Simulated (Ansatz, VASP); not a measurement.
Al: VASP beside Ansatz

The input INCAR:

```
SYSTEM = Al
ALGO     = Normal         ! electronic algorithm
EDIFF    = 1E-6           ! SCF threshold, eV
ENCUT    = 520            ! plane-wave cutoff, eV
GGA      = PE             ! functional
ISIF     = 2              ! what is computed and relaxed
ISMEAR   = 0              ! smearing method
LASPH    = .True.         ! aspherical terms in the spheres
LCHARG   = .False.        ! write CHGCAR
LREAL    = .False.        ! projectors in reciprocal space
LWAVE    = .False.        ! write WAVECAR
NBANDS   = 8              ! bands
NELM     = 100            ! most SCF steps
PREC     = Accurate       ! precision mode
SIGMA    = 0.016          ! smearing width, eV
```

File KPOINTS:

```
k-points
0
Gamma
  11 11 11
  0 0 0
```

Contents of POSCAR:

```
Al
1.0
    0.0000000000      2.0248050000      2.0248050000
    2.0248050000      0.0000000000      2.0248050000
    2.0248050000      2.0248050000      0.0000000000
Al
1
Direct
    0.0000000000      0.0000000000      0.0000000000
```

File input.yaml:

```yaml
crystal:
  lattice:
    - [0.0, 2.024805, 2.024805]
    - [2.024805, 0.0, 2.024805]
    - [2.024805, 2.024805, 0.0]
  atoms:
    - { symbol: Al, position: [0.0, 0.0, 0.0] }
kpoints:
  mp_grid: { grid: [11, 11, 11] }
scf:
  occupations: { method: gaussian, width: 0.016 }
hamiltonian:
  xc: pbe
  pseudopotentials: { kind: all_electron, lapw: { basis_error: 0.001 } }
output:
  forces: true
  stress: true
  eigenvalues: true
```

Alike in both runs: task single point; functional PBE; k mesh 11 × 11 × 11; occupations gaussian, width 0.016 eV; no spin polarisation.

```csv
,VASP,Ansatz
version,VASP 6.6.1,Ansatz 0.2.0
potentials or method,"VASP PAW PBE potentials, release 64 (Al)","all-electron LAPW, scalar-relativistic"
plane-wave cutoff (eV),520,see its input
```

```tsv
	VASP	Ansatz	Ansatz less VASP
gap on the k mesh at the Fermi level (eV)	none	none	-
pressure (GPa)	-0.5	-0.5	+0.04
```

A gap of «none» marks a metal or a gap that the smearing closes. Ansatz ran all-electron here, so the differences hold the error of VASP's frozen core and of both bases.
